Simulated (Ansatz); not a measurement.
Ir, DFT, PBE, all-electron PAW with datasets made for the crystal, scalar-relativistic (Ansatz 0.2.0), run on 1 thread of Arm Neoverse V1 on a shared host.

The cell comes from COD entry 9008470, which wasn't checked; take it as a given geometry. The listed cell was then made from it by scaling, straining or moving an atom.

Command: `ansatz run input.yaml --threads 1 --pin off --max-ram 3072MiB --backend cpu --events-out ev --progress --plain --runs-dir out`

```yaml
crystal:
  lattice:
    - [0.0, 1.9197, 1.881306]
    - [1.9197, 0.0, 1.881306]
    - [1.9197, 1.9197, 0.0]
  atoms:
    - { symbol: Ir, position: [0.0, 0.0, 0.0] }
kpoints:
  mp_grid: { grid: [15, 15, 15] }
scf:
  occupations: { method: fermi_dirac, width: 0.05 }
hamiltonian:
  xc: pbe
  pseudopotentials: { kind: all_electron, datasets: crystal }
output:
  forces: true
  stress: true
  eigenvalues: true
  efg: { contact_densities: true }
```

Problem. How large is the problem that the program sets up?

Solution. 288 irreducible k-points, 169 plane waves at Γ, 13 bands.

Problem. About how long does it take, and how much memory does it use?

Solution. 13 s of wall time for 7 SCF iterations, with a peak of 0.49 GiB. Times on shared machines scatter by tens of per cent.

Problem. And the same cell and mesh by frozen-core PAW, asked for forces, stress, eigenvalues, efg, write_density, write_potential, elf, on the same hardware?

Solution. 5.2 s, peak memory 0.38 GiB.
